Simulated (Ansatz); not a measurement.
# Cu under changes of volume

One of the cells (11.810 Å³/atom); the others are scaled copies at fixed shape and fractional positions:

```
Cu
1.0
     0.00000    1.80750    1.80750
     1.80750    0.00000    1.80750
     1.80750    1.80750    0.00000
Cu
1
Cartesian
  0.0000 0.0000 0.0000
```

* Program: Ansatz 0.2.0
* Functional: PBEsol
* Dispersion: D4
* Potentials or basis: all-electron LAPW, relativistic spinors
* Cutoff: 317 eV (chosen from the basis error)
* Basis error allowed: 0.0005 eV/atom
* k mesh: 10 × 10 × 10
* Occupations: gaussian, width 0.15 eV
* Spin: spin-orbit coupling, no magnetisation
* Hubbard terms: Cu d U = 6.2 eV

```tsv
volume (Å³/atom)	energy over the lowest point (meV/atom)	pressure (GPa)
11.102	?	?
11.338	0.00	-1.3
11.574	4.37	-4.3
11.810	12.91	-7.0
12.047	25.07	-9.3
12.283	40.46	-11.4
12.519	58.68	-13.2
```

Problem. What does the run at 11.102 Å³/atom give?

Solution. Energy over the lowest point 0.38 meV/atom; pressure 2.1 GPa.

Worked out: A Birch-Murnaghan fit of order 3 (a polynomial in V^(-2/3)) to the other rows has its minimum at 11.23 Å³/atom, just outside them, with B0 = V·E''(V) = 158 GPa and B' = 4.8. It gives 0.25 meV/atom at 11.102 Å³/atom, against the run's 0.38, and -dE/dV = 1.9 GPa, against 2.1.

Energies are extrapolated to zero smearing.

Caveats: U is the effective U less J, on atomic orbitals that reach past the spheres; the k mesh is thin for a metal, which can move the energy by tens of meV per atom; U without spin polarisation on a metal has little footing; pairwise dispersion overbinds metals, which lowers pressure and volume; the U is typed as a test and isn't derived for this compound.
